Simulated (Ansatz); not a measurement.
# C: band gap under strain

Aim: follow the gap of diamond C through these states: -2.0 % equal strain in all directions; -1.0 % equal strain in all directions; +1.0 % equal strain in all directions. The table at the end shows which levels were run.

Code: Ansatz 0.2.0. PAW datasets, plane waves. (Simulation; spin polarisation is off.)

## Step 1: The structure to begin with

The unstrained cell was relaxed with r2SCAN; in each strained cell the atoms were relaxed again with r2SCAN. Names of k-points are those of the unstrained zone, where strain can split equivalent points. First state: -2.0 % equal strain in all directions.

It is cubic, Fd-3m (No. 227); conventional cell a = 3.489 Å, 5.31 Å³ an atom. C has 4 C at 1.51 Å.

Structure file:

Space group Fd-3m:1 (No. 227). a = 3.489 Å, b = 3.489 Å, c = 3.489 Å, α = 90.00°, β = 90.00°, γ = 90.00°
| atom | site | symmetry | x | y | z |
| --- | --- | --- | --- | --- | --- |
| C | 8b | -43m | 0.0000 | 0.0000 | 0.5000 |

From earlier runs on the unstrained cell: PBE 4.15 eV, r2SCAN 4.41 eV, HSE06 5.30 eV, G0W0 5.47 eV (on its mesh); a = 3.560 Å.

## Step 2: -2.0 % equal strain in all directions: PBE

input.yaml

```yaml
crystal:
  lattice:
    - [0.0, 1.7445216597, 1.7445216597]
    - [1.7445216597, 0.0, 1.7445216597]
    - [1.7445216597, 1.7445216597, 0.0]
  atoms:
    - { symbol: C, position: [0.0, 0.0, 0.0] }
    - { symbol: C, position: [0.25, 0.25, 0.25] }
kpoints:
  mp_grid: { grid: [12, 12, 12] }
  band_path:
    path:
      - [0.0, 0.0, 0.0]
      - [0.5, 0.0, 0.5]
      - [0.625, 0.25, 0.625]
      - [0.375, 0.375, 0.75]
      - [0.5, 0.5, 0.5]
      - [0.5, 0.25, 0.75]
      - [0.0, 0.365885, 0.365885]
    npoints: 1
hamiltonian:
  xc: pbe
scf:
  occupations: { method: fermi_dirac, width: 0.02 }
  n_extra_bands: 4
output:
  forces: true
  stress: true
  eigenvalues: true
  write_density: true
  write_potential: true
  elf: true
  volumetric_format: npy
```

On the command line:

```console
> ansatz run input.yaml --threads 2 --pin off --max-ram 20275MiB --backend cpu --events-out ev --progress --plain --runs-dir out
```

Further steps of the session: -2.0 % equal strain in all directions: r2SCAN; -2.0 % equal strain in all directions: HSE06; -2.0 % equal strain in all directions: r2SCAN; -2.0 % equal strain in all directions: G0W0@PBE; -1.0 % equal strain in all directions: PBE; -1.0 % equal strain in all directions: r2SCAN; -1.0 % equal strain in all directions: HSE06; -1.0 % equal strain in all directions: r2SCAN; -1.0 % equal strain in all directions: G0W0@PBE; +1.0 % equal strain in all directions: PBE; +1.0 % equal strain in all directions: r2SCAN; +1.0 % equal strain in all directions: HSE06; +1.0 % equal strain in all directions: r2SCAN; +1.0 % equal strain in all directions: G0W0@PBE.

What does the calculation give?

**Answer**, as computed:

Least gap in eV (negative: overlap), with the change from the unstrained cell in brackets. G0W0 is on its own coarse mesh.

| state | volume change (%) | PBE | r2SCAN | HSE06 | G0W0 |
| --- | --- | --- | --- | --- | --- |
| -2.0 % equal strain in all directions | -5.9 | 4.28 (+0.13) | 4.55 (+0.14) | 5.45 (+0.15) | 5.64 (+0.17) |
| -1.0 % equal strain in all directions | -3.0 | 4.21 (+0.06) | 4.48 (+0.07) | 5.37 (+0.07) | 5.55 (+0.08) |
| +1.0 % equal strain in all directions | +3.0 | 4.09 (-0.06) | 4.34 (-0.07) | 5.23 (-0.07) | 5.39 (-0.08) |

What this shows: With HSE06, of the states in the table -2.0 % equal strain in all directions shifts the gap most, by +0.153 eV. PBE and HSE06 differ by 1.15 eV on the unstrained gap, and by at most 0.02 eV on its change: PBE follows the response to strain far better than the gap itself. G0W0 values are finite-basis, finite-mesh values.
